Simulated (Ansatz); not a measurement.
# ZnSe: response to strain

Aim: deform ZnSe (zz strain of +2 %) and compute stress, forces and field gradients with LAPW, PAW and all-electron datasets made for the crystal.

Method: DFT PBE, scalar-relativistic, in Ansatz 0.2.0.

## Step 1: The system as given

It takes space group F-43m (No. 216, cubic). The conventional cell has a = 5.668 Å, b = 5.668 Å, c = 5.668 Å, α = 90.00°, β = 90.00°, γ = 90.00°. Around Zn (site symmetry -43m) lie 4 Se at 2.45 Å. Se (site symmetry -43m) has 4 Zn at 2.45 Å as nearest neighbours.

As a file:

```xyz
2
Lattice="0.0000 2.8338 2.8338 2.8338 0.0000 2.8338 2.8338 2.8338 0.0000" Properties=species:S:1:pos:R:3 pbc="T T T"
Zn    0.0000    0.0000    0.0000
Se    4.2507    4.2507    4.2507
```

Atoms are numbered in the order of the input: Zn1, Se2.

## Step 2: The deformed structure

Space group F-43m before, I-4m2 after.

## Step 3: Full-potential LAPW

File input.yaml:

```yaml
crystal:
  lattice:
    - [0.0, 2.8338, 2.890476]
    - [2.8338, 0.0, 2.890476]
    - [2.8338, 2.8338, 0.0]
  atoms:
    - { symbol: Zn, position: [0.0, 0.0, 0.0] }
    - { symbol: Se, position: [0.75, 0.75, 0.75] }
kpoints:
  mp_grid: { grid: [8, 8, 8] }
  band_path:
    path:
      - [0.0, 0.0, 0.0]
      - [0.5, 0.0, 0.5]
      - [0.75, 0.25, 0.5]
      - [0.5, 0.5, 0.5]
      - [0.0, 0.0, 0.0]
      - [0.5, 0.5, 0.0]
      - [0.6298539023, 0.6298539023, 0.2597078047]
      - [0.3701460977, 0.3701460977, 0.7402921953]
      - [0.0, 0.0, 0.0]
    npoints: 5
scf:
  occupations: { method: fermi_dirac, width: 0.03 }
hamiltonian:
  xc: pbe
  pseudopotentials: { kind: all_electron, lapw: { basis_error: 0.001 } }
output:
  forces: true
  stress: true
  eigenvalues: true
```

Run with:

```bash
> ansatz run input.yaml --threads 1 --pin off --max-ram 3072MiB --backend cpu --events-out ev --progress --plain --runs-dir out
```

## Step 4: PAW on the default files

File input.yaml:

```yaml
crystal:
  lattice:
    - [0.0, 2.8338, 2.890476]
    - [2.8338, 0.0, 2.890476]
    - [2.8338, 2.8338, 0.0]
  atoms:
    - { symbol: Zn, position: [0.0, 0.0, 0.0] }
    - { symbol: Se, position: [0.75, 0.75, 0.75] }
kpoints:
  mp_grid: { grid: [8, 8, 8] }
scf:
  occupations: { method: fermi_dirac, width: 0.03 }
hamiltonian:
  xc: pbe
  pseudopotentials: { kind: paw }
output:
  forces: true
  stress: true
  eigenvalues: true
  efg: { contact_densities: true }
```

## Step 5: All-electron PAW on datasets made for the crystal

Changes to input.yaml since step 4:

```diff
@@ -14,3 +14,3 @@
   xc: pbe
-  pseudopotentials: { kind: paw }
+  pseudopotentials: { kind: all_electron, datasets: crystal }
 output:
```

(Steps that only read results are left out.)

Before running it: what results should come out? Wanted: pressure; largest shear or deviatoric stress.

As calculated:

| quantity | value |
| --- | --- |
| pressure | LAPW 0.86, PAW 0.84, crystal datasets 0.86 GPa |
| largest shear or deviatoric stress (LAPW) | 0.47 GPa |

**Reading.** The largest part of the stress beyond the pressure is 0.47 GPa in size, in the zz component; the atoms are carried along and not relaxed. No run of the undeformed cell stands beside it, so the pressure holds what the given cell had before the change. PAW: stress within 0.02 GPa of LAPW. Crystal datasets: stress within 0.01 GPa of LAPW.
